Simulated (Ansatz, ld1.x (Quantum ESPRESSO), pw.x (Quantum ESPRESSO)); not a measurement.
# From atom to crystal: PAW potential for boron

ld1.x (Quantum ESPRESSO) 7.5 input, shortened:

```
&input
   title='B', zed=5., rel=1, dft='PBE', iswitch=3,
   config='[He] 2s2 2p1 3d-2'
 /
 &inputp
   pseudotype=3, lpaw=.true., tm=.true., lloc=2,
   nlcc=.false.,
   which_augfun='BESSEL', rmatch_augfun=1.25
 /
5
2S  1  0   2.00   0.00  1.25  1.65  0.0
2S  1  0   0.00   3.55  1.25  1.65  0.0
2P  2  1   1.00   0.00  1.65  2.25  0.0
2P  2  1   0.00   0.30  1.65  2.25  0.0
3D  3  2  -2.00   0.10  2.30  2.30  0.0
 &test
   configts(1)='2s2 2p1'
 /
```

Crystal test: fcc B in pw.x 7.5, no spin, 18³ k-points, Fermi–Dirac smearing 0.01 Ry, cutoffs 40/320 Ry. The reference is all-electron LAPW (Ansatz 0.2.0) with the same functional, mesh and smearing; V0 and B0 come from Birch–Murnaghan fits to the pressures at five volumes. Errors are pseudo minus all-electron; Δ is the rms difference of the E(V) curves that follow from these fits, minima aligned, over ±6 % about the mean V0. Mesh and smearing are coarse, so the numbers serve the comparison and aren't converged zero-temperature values; the lattice is a test structure that the element need not adopt.

```csv
V (Å³/atom),P all-electron (GPa),P pseudo (GPa)
5.603,14.83,16.04
5.751,6.76,7.88
5.898,-0.40,0.63
6.045,-6.74,-5.80
6.193,-12.37,-11.50
```

All-electron: a0 = 2.867 Å (V0 = 5.89 Å³/atom), B0 = 270.8 GPa.

Pseudopotential: mean pressure error (GPa): +1.03; a0 (Å): 2.870; a0 error (%): +0.13; B0 error (%): -0.2; Δ (meV/atom): 1.3. The largest radius (2.30 bohr) exceeds half the bond length (1.92 bohr), so the spheres overlap, which is one possible source of error among others. Atomic configuration tests: test run stopped at test 1 of 7 (negative rho).

Problem. At the middle volume, how do free energy and pressure move when the wave cutoff is lowered (ecutrho held at 320 Ry)?

Solution.

| cutoff (Ry) | shift of F (meV/atom) | shift of P (GPa) |
| --- | --- | --- |
| 18 | +7.8 | +0.03 |
| 24 | +2.1 | -0.14 |
| 32 | +0.4 | +0.05 |

The 8 pw.x runs together took about 15 s on one core of a shared server CPU.
